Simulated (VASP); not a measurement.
SnS2 (Berndtite-2T):

```
Sn S
1.0
     3.63900    0.00000    0.00000
    -1.81950    3.15147    0.00000
     0.00000    0.00000    5.86800
Sn S
1 2
Cartesian
  0.0000 0.0000 0.0000
  0.0000 2.1010 1.4670
  1.8195 1.0505 4.4010
```

* Program: VASP 6.6.1
* Task: relaxation of cell and atoms
* Functional: PBE
* Dispersion: D3(BJ)
* Potentials or basis: VASP PAW PBE potentials, release 64 (Sn_d, S)
* Cutoff: 600 eV
* k mesh: 9 × 9 × 5
* Occupations: gaussian, width 0.03 eV
* Spin: no spin polarisation

At the start: pressure 1.7 GPa; volume 22.43 Å³/atom.

Task: Where does the relaxation end?

Result: Over 14 steps the energy falls by 3.1 meV/atom and the volume is 22.57 Å³/atom (+0.6 %); space group P-3m1 (No. 164, to 0.05 Å).

The path:
| step | energy change (eV) | largest force (eV/Å) | pressure (GPa) | volume (Å³) |
| --- | --- | --- | --- | --- |
| 1 | 0.0000 | 0.2533 | 1.72 | 67.30 |
| 2 | -0.0012 | 0.1919 | -1.55 | 69.66 |
| 3 | -0.0080 | 0.0160 | -0.06 | 68.51 |
| 4 | -0.0080 | 0.0202 | 0.00 | 68.48 |
| 5 | -0.0082 | 0.0292 | 0.00 | 68.45 |
| 6 | -0.0085 | 0.0517 | -0.04 | 68.37 |
| 7 | -0.0087 | 0.0381 | -0.07 | 68.31 |
| 8 | -0.0091 | 0.0001 | -0.17 | 68.12 |
| 9 | -0.0092 | 0.0182 | -0.23 | 68.02 |
| 10 | -0.0093 | 0.0098 | -0.08 | 67.86 |
| 11 | -0.0093 | 0.0081 | -0.09 | 67.82 |
| 12 | -0.0094 | 0.0046 | -0.03 | 67.75 |
| 13 | -0.0094 | 0.0027 | 0.08 | 67.62 |
| 14 | -0.0094 | 0.0018 | -0.01 | 67.70 |

Final structure:
```yaml
crystal:
  lattice:
    - [3.66721, 0.00000, 0.00000]
    - [-1.83361, 3.17590, 0.00000]
    - [0.00000, 0.00000, 5.81303]
  atoms:
    - { symbol: Sn, position: [0.00000, 0.00000, 0.00000] }
    - { symbol: S, position: [0.33333, 0.66667, 0.25437] }
    - { symbol: S, position: [0.66667, 0.33333, 0.74563] }
```
